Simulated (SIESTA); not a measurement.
Here is a SIESTA 5.4.2 calculation.

Contents of Al.fdf:

```
SystemName                      Aluminum
SystemLabel                     Al
NumberOfSpecies                 1
NumberOfAtoms                   1
%block ChemicalSpeciesLabel
  1  13 Al
%endblock ChemicalSpeciesLabel

LatticeConstant                 1.0 Ang
%block LatticeVectors
     0.0000000000     2.0248050000     2.0248050000
     2.0248050000     0.0000000000     2.0248050000
     2.0248050000     2.0248050000     0.0000000000
%endblock LatticeVectors
AtomicCoordinatesFormat         Fractional
%block AtomicCoordinatesAndAtomicSpecies
     0.0000000000     0.0000000000     0.0000000000  1  Al
%endblock AtomicCoordinatesAndAtomicSpecies

%block kgrid.MonkhorstPack
   11   0   0  0.0
    0  11   0  0.0
    0   0  11  0.0
%endblock kgrid.MonkhorstPack
XC.Functional                   GGA
XC.Authors                      PBE
PAO.BasisSize                   TZDP
PAO.EnergyShift                 0.01 Ry
Mesh.Cutoff                     500 Ry
OccupationFunction              FD
ElectronicTemperature           0.05 eV
MaxSCFIterations                120
SCF.MustConverge                false
SCF.Mixer.Method                Pulay
SCF.Mixer.Weight                0.25
SCF.Mixer.History               8
SCF.DM.Tolerance                5.0e-05
SCF.H.Tolerance                 1.0e-03 eV
WriteForces                     true
Charge.Mulliken                 end
MD.TypeOfRun                    CG
MD.Steps                        40
MD.MaxForceTol                  0.01 eV/Ang
MD.MaxDispl                     0.1 Ang
WriteCoorStep                   true
AtomCoorFormatOut               Fractional
MD.VariableCell                 true
MD.MaxStressTol                 0.1 GPa
%block PAO.PolarizationScheme
  Al non-perturbative
%endblock PAO.PolarizationScheme
```

Potentials or basis: PseudoDojo 0.4 standard (PBE files), TZDP (energy shift 0.01 Ry).

Command:

```bash
$ siesta < Al.fdf > Al.out 2>&1
```

Question: What does it give for the relaxed volume?

Answer: 16.47 Å³/atom.

Question: Predict the band gap on the k mesh.

Answer: None (metal or under the smearing width).

Question: Estimate the space group after relaxing (to 0.05 Å).

Answer: Fm-3m (No. 225).

Question: Predict the relaxed cell.

Answer: a = 2.856 Å, b = 2.856 Å, c = 2.856 Å, α = 60.00°, β = 60.00°, γ = 60.00°.

The path:
```
step  energy change (eV)  largest force (eV/Å)  pressure (GPa)  volume (Å³)
   1              0.0000                0.0000           -0.61        16.60
   2              0.0024                0.0000            2.12        16.03
   3             -0.0003                0.0000           -0.02        16.47
```

Caveat: the basis of atomic orbitals isn't converged, which shifts pressures, moduli and gaps.
